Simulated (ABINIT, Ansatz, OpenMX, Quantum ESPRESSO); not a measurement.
# TiS2: programs and potentials compared

```
S Ti
1.0
     3.41200    0.00000    0.00000
    -1.70600    2.95488    0.00000
     0.00000    0.00000   23.54250
S Ti
4 2
Direct
  0.66667 0.33333 0.31857
  0.33333 0.66667 0.43952
  0.66667 0.33333 0.56048
  0.33333 0.66667 0.68143
  0.00000 0.00000 0.37905
  0.00000 0.00000 0.62095
```

Alike in all runs: functional PBE; k mesh 9 × 9 × 1; occupations fermi-dirac, width 0.05 eV; no spin polarisation; no spin-orbit coupling.

```tsv
program and potentials	plane-wave cutoff (eV)	notes	largest force (eV/Å)
Ansatz, Ansatz PAW	420	-	0.152
Quantum ESPRESSO, PseudoDojo 0.4.1 SR PBE standard	1143	-	0.154
OpenMX, OpenMX 2013 PBE set, S7.0-s2p2d1f1, Ti7.0-s3p2d2, grid cutoff 400 Ry	-	atomic basis	0.219
ABINIT, JTH PAW PBE v2.0	544	-	0.146
```

Force on atom 3 (S), eV/Å:

```json
{"program and potentials": "Ansatz, Ansatz PAW", "x": "0.000", "y": "0.000", "z": "-0.152"}
{"program and potentials": "Quantum ESPRESSO, PseudoDojo 0.4.1 SR PBE standard", "x": "0.000", "y": "0.000", "z": "-0.154"}
{"program and potentials": "OpenMX, OpenMX 2013 PBE set, S7.0-s2p2d1f1, Ti7.0-s3p2d2, grid cutoff 400 Ry", "x": "0.004", "y": "-0.001", "z": "0.060"}
{"program and potentials": "ABINIT, JTH PAW PBE v2.0", "x": "0.000", "y": "0.000", "z": "-0.146"}
```

Rows in atomic bases carry the error of their basis and grid, which can be large.

Differences between rows come from potentials, basis sets and numerical settings, since the functional is the same but for its coding. Runs on potential files found faulty are left out.
